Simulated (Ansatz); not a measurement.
Born–Oppenheimer molecular dynamics of a periodic cell of 36 atoms, TaSi$_{2}$ (start crystal TaSi2, start structure P6_222, volume 1.05 times the crystal's). It starts from an unrelaxed structure (largest force component 0.61 eV/Å).

All numbers below come from DFT PBE, scalar-relativistic, plane waves, PAW (Ansatz 0.2.0). Settings: accuracy low, PAW set soft_1, cutoff 420 eV, k mesh 2x2x2, fermi-dirac smearing 0.24 eV, no spin polarisation.

```yaml
ensemble: NVT, Langevin thermostat
time_step: 1.5 fs
steps_asked: 140
set_temperature: 2800 K
friction: 0.02 /fs
seed: 773254
```

First frame:

```xyz
36
Lattice="-2.4292 4.2075 6.6716 4.8584 0.0000 6.6716 4.8584 8.4150 0.0000" Properties=species:S:1:pos:R:3
Ta 2.429 0.000 3.336
Ta 1.215 2.104 5.560
Ta 3.644 2.104 7.784
Si 4.858 9.817 3.336
Si 3.644 0.701 5.560
Si 1.215 3.506 1.112
Si 2.429 2.805 3.336
Si -1.215 3.506 5.560
Si 1.214 0.701 1.112
Ta 4.858 4.207 3.336
Ta 3.644 6.311 5.560
Ta 6.073 6.311 7.784
Si 2.429 5.610 3.336
Si 6.073 4.909 5.560
Si 3.644 7.714 1.112
Si 4.858 7.013 3.336
Si 1.214 7.714 5.560
Si 3.644 4.909 1.112
Ta 0.000 4.207 3.336
Ta 3.644 6.311 12.231
Ta 1.215 6.311 7.784
Si 2.429 5.610 10.007
Si 1.215 4.909 5.560
Si 3.644 7.714 7.784
Si 4.858 7.013 10.007
Si 3.644 3.506 5.560
Si 3.644 4.909 7.784
Ta 2.429 8.415 3.336
Ta 6.073 10.519 12.231
Ta 3.644 10.519 7.784
Si 4.858 9.817 10.007
Si 3.644 9.116 5.560
Si 1.215 3.506 7.784
Si 2.429 2.805 10.007
Si 6.073 7.714 5.560
Si 6.073 9.116 7.784
```

Q: What does the run give?

A: All steps were run.

```yaml
steps_done: 140
time_covered: 210 fs
mean_temperature_over_the_second_half: 2666 K
spread_of_the_potential_energy_over_the_second_half: 28.5 meV per atom
mean_potential_energy_of_the_second_half_above_the_start: 322.9 meV per atom
```

A run of 0.21 ps of so small a system gives no equilibrium averages. Limits of this set-up: coarse k mesh, low accuracy level.

Q: What happens to the structure?

A: Mean squared displacements from the first frame to the last, about the centre of mass: Ta 0.07 Å², Si 0.13 Å². The details hang on the random start.

Q: How do temperature and energy run in time?

A: 
```
time (fs)  T (K)  potential energy less start (eV)
        0   2722                             0.000
     16.5   1698                             5.599
       33   1845                             7.467
     49.5   2013                             8.918
       66   1682                            10.443
     82.5   2555                             8.703
       99   2573                             9.997
    115.5   2138                            12.402
      132   3000                             9.599
    148.5   2768                            11.124
      165   2612                            12.332
    181.5   2689                            12.423
      198   3032                            11.516
```

Run time: 21 min on 4 threads of Arm Neoverse V2 (shared host), peak memory 2.6 GiB.
